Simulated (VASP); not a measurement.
Al: band structure with SCAN

Al:

```
Al
1.0
     0.00000    2.02481    2.02481
     2.02481    0.00000    2.02481
     2.02481    2.02481    0.00000
Al
1
Direct
  0.00000 0.00000 0.00000
```

| Item | Value |
| --- | --- |
| Program | VASP 6.6.1 |
| Task | band structure |
| Functional | SCAN |
| Potentials or basis | VASP PAW PBE potentials, release 64 (Al) |
| Cutoff | 520 eV |
| k mesh | 11 × 11 × 11 |
| Occupations | fermi-dirac, width 0.05 eV |
| Spin | no spin polarisation |
| Further INCAR settings | ALGO = Normal; EDIFF = 1e-07 |

| Quantity | Value |
| --- | --- |
| Pressure | -2.3 GPa |
| Band gap along the path | none (metal or under the smearing width) |

Levels at the corners of the path, in eV from the Fermi level:
| point | band 1 | band 2 | band 3 | band 4 | band 5 |
| --- | --- | --- | --- | --- | --- |
| Γ | -11.42 | 12.96 | 12.96 | 12.96 | 14.49 |
| X | -2.94 | -1.72 | 5.38 | 5.79 | 5.79 |
| X | -2.94 | -1.72 | 5.38 | 5.79 | 5.79 |
| W | -0.82 | -0.82 | 0.03 | 1.19 | 16.20 |
| W | -0.82 | -0.82 | 0.03 | 1.19 | 16.20 |
| K | -1.88 | -1.44 | -0.42 | 6.78 | 8.35 |
| K | -1.88 | -1.44 | -0.42 | 6.78 | 8.35 |
| Γ | -11.42 | 12.96 | 12.96 | 12.96 | 14.49 |
| Γ | -11.42 | 12.96 | 12.96 | 12.96 | 14.49 |
| L | -4.76 | -4.43 | 11.70 | 11.71 | 11.80 |
| L | -4.76 | -4.43 | 11.70 | 11.71 | 11.80 |
| U | -1.88 | -1.44 | -0.42 | 6.78 | 8.35 |
| U | -1.88 | -1.44 | -0.42 | 6.78 | 8.35 |
| W | -0.82 | -0.82 | 0.03 | 1.19 | 16.20 |
| W | -0.82 | -0.82 | 0.03 | 1.19 | 16.20 |
| L | -4.76 | -4.43 | 11.70 | 11.70 | 11.80 |
| L | -4.76 | -4.43 | 11.70 | 11.70 | 11.80 |
| K | -1.88 | -1.44 | -0.42 | 6.78 | 8.35 |
| U | -1.88 | -1.44 | -0.42 | 6.78 | 8.35 |
| X | -2.94 | -1.72 | 5.38 | 5.79 | 5.79 |

Wall time 30 s on 1 thread of Intel(R) Xeon(R) 6975P-C (Granite Rapids) (shared host), peak memory 0.13 GiB.

Caveat: the PAW data sets were made with another functional, which shifts forces and pressure a little.
